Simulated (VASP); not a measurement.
Co2PtO4: relaxation of the atoms with PBE

The system is Co2PtO4, a slab with vacuum.

```
CELL_PARAMETERS angstrom
2.82454 0.00000 0.00000
-1.41227 2.44612 0.00000
0.00000 0.00000 22.87881
ATOMIC_POSITIONS crystal
O 0.00000 0.00000 0.32781
O 0.66667 0.33333 0.41258
O 0.66667 0.33333 0.58742
O 0.33333 0.66667 0.67219
Co 0.33333 0.66667 0.37020
Co 0.00000 0.00000 0.62980
Pt 0.66667 0.33333 0.50000
```

```json
{
 "Program": "VASP 6.6.1",
 "Task": "relaxation of the atoms",
 "Functional": "PBE",
 "Potentials or basis": "VASP PAW PBE potentials, release 64 (O, Co, Pt)",
 "Cutoff": "520 eV",
 "k mesh": "8 × 8 × 1",
 "Occupations": "fermi-dirac, width 0.05 eV",
 "Spin": "collinear spin, ferromagnetic start",
 "Starting moments": "[0.0, 0.0, 0.0, 0.0, 2.0, 2.0, 0.0] μB",
 "Dipole correction": "yes",
 "Atoms held fixed (from 0)": "[0, 4, 1]",
 "Further INCAR settings": "ALGO = Normal; EDIFF = 1e-06; IBRION = 2; EDIFFG = -0.005; NSW = 40"
}
```

* Energy gained by relaxing: 8.8 meV/atom
* Ionic steps: 14
* Band gap on the k mesh: none (metal or under the smearing width)
* Net moment: 0.94 μB per cell
* Site moments: O +0.07, +0.02, +0.08; Co +0.34, +0.33; Pt +0.04 μB
* Valence electrons inside the program's atomic spheres: O 4.91, 5.01, 5.00, 4.94; Co 8.40, 8.42; Pt 9.18

Step by step:
| step | energy change (eV) | largest force (eV/Å) | pressure (GPa) |
| --- | --- | --- | --- |
| 1 | 0.0000 | 1.7120 | 0.44 |
| 2 | -0.0127 | 1.7085 | 1.10 |
| 3 | -0.0547 | 1.7119 | 0.71 |
| 4 | -0.0564 | 1.7074 | 0.73 |
| 5 | -0.0565 | 1.7085 | 0.67 |
| 6 | -0.0578 | 1.6927 | 0.67 |
| 7 | -0.0588 | 1.6642 | 0.57 |
| 8 | -0.0598 | 1.6574 | 0.44 |
| 9 | -0.0612 | 1.6449 | 0.19 |
| 10 | -0.0613 | 1.6479 | 0.10 |
| 11 | -0.0614 | 1.6462 | 0.14 |
| 12 | -0.0614 | 1.6467 | 0.15 |
| 13 | -0.0614 | 1.6480 | 0.14 |
| 14 | -0.0614 | 1.6484 | 0.09 |

Final structure:
```xyz
7
Lattice="2.8245 0.0000 0.0000 -1.4123 2.4461 0.0000 0.0000 0.0000 22.8788" Properties=species:S:1:pos:R:3 pbc="T T T"
O     0.0000    0.0000    7.5000
O     1.4123    0.8154    9.4394
O     1.4123    0.8154   13.4731
O     0.0000    1.6307   15.3951
Co    0.0000    1.6307    8.4697
Co    0.0000    0.0000   14.4966
Pt    1.4123    0.8154   11.4596
```

Levels at points of the mesh, in eV from the Fermi level:
Spin up:
```tsv
k point	band 24	band 25	band 26	band 27	band 28	band 29	band 30	band 31
(0.00, 0.00, 0.00)	-0.55	-0.55	-0.39	-0.31	2.27	2.27	2.43	2.43
(0.50, 0.00, 0.00)	-0.66	-0.61	0.28	0.80	1.60	2.08	2.29	2.39
```
Spin down:
| k point | band 22 | band 23 | band 24 | band 25 | band 26 | band 27 | band 28 | band 29 |
| --- | --- | --- | --- | --- | --- | --- | --- | --- |
| (0.00, 0.00, 0.00) | -1.21 | -1.21 | -0.51 | -0.51 | 0.13 | 0.24 | 2.44 | 2.44 |
| (0.50, 0.00, 0.00) | -0.73 | -0.61 | -0.33 | -0.25 | 0.32 | 0.95 | 1.84 | 2.24 |

Run time: 37 min on 1 thread of Intel(R) Xeon(R) Platinum 8488C (Sapphire Rapids), with other jobs on the host, peak memory 0.45 GiB.

Caveat: semilocal functionals often make such compounds metallic where correlation or magnetic order opens a gap, which also shifts bond lengths. The run has no spin-orbit coupling, so splittings on Pt are missing.
